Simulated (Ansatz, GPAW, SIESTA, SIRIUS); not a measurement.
**Ge: 4 runs at one level of theory**

```
CELL_PARAMETERS angstrom
-2.49590 2.65086 1.43695
2.49590 -2.65086 1.43695
2.49590 2.65086 -1.43695
ATOMIC_POSITIONS crystal
Ge 0.31406 0.06406 0.25000
Ge 0.68594 0.93594 0.75000
```

This isn't the form of Ge at room conditions, which is diamond.

Alike in all runs: task single point; functional PBEsol; k mesh 11 × 11 × 11; occupations fermi-dirac, width 0.05 eV; no spin polarisation; no spin-orbit coupling. Pressure is positive in compression and, in plane waves, holds the error of the finite cutoff.

```
                                                                                      program and potentials  plane-wave cutoff (eV)                                                  notes  pressure (GPa)  largest force (eV/Å)
                                                              Ansatz, all-electron LAPW, scalar-relativistic                       -                                                      -           -2.46                 0.059
                                              SIRIUS, PseudoDojo 0.4.1 PBEsol standard (scalar relativistic)                    1078                14 valence electrons an atom on average           -2.45                 0.059
SIESTA, files PseudoDojo sr-pbesol-0.4.1-standard, DZP (energy shift 0.003 Ry; two zetas on semicore shells)                       -  atomic basis; 14 valence electrons an atom on average           -0.81                 0.061
                                                           GPAW, PAW data sets generated for this functional                     600                 4 valence electrons an atom on average           -2.63                 0.056
```

Force on atom 1 (Ge), eV/Å:

```tsv
program and potentials	x	y	z
Ansatz, all-electron LAPW, scalar-relativistic	0.000	0.000	0.059
SIRIUS, PseudoDojo 0.4.1 PBEsol standard (scalar relativistic)	0.000	0.000	0.059
SIESTA, files PseudoDojo sr-pbesol-0.4.1-standard, DZP (energy shift 0.003 Ry; two zetas on semicore shells)	0.000	0.000	0.061
GPAW, PAW data sets generated for this functional	0.000	0.000	0.056
```

The pressure spans -2.63 (GPAW, PAW data sets generated for this functional) to -0.81 GPa (SIESTA, files PseudoDojo sr-pbesol-0.4.1-standard, DZP (energy shift 0.003 Ry; two zetas on semicore shells)), with all-electron results at -2.46. The pressure on the cell as given of SIESTA, files PseudoDojo sr-pbesol-0.4.1-standard, DZP (energy shift 0.003 Ry; two zetas on semicore shells) lies far from the others; the cause wasn't traced. Rows in atomic bases carry the error of their basis and grid, which can be large.

The functional is the same throughout but for its coding, so the spread measures potentials, basis and numerics; runs on potential files found faulty are left out.
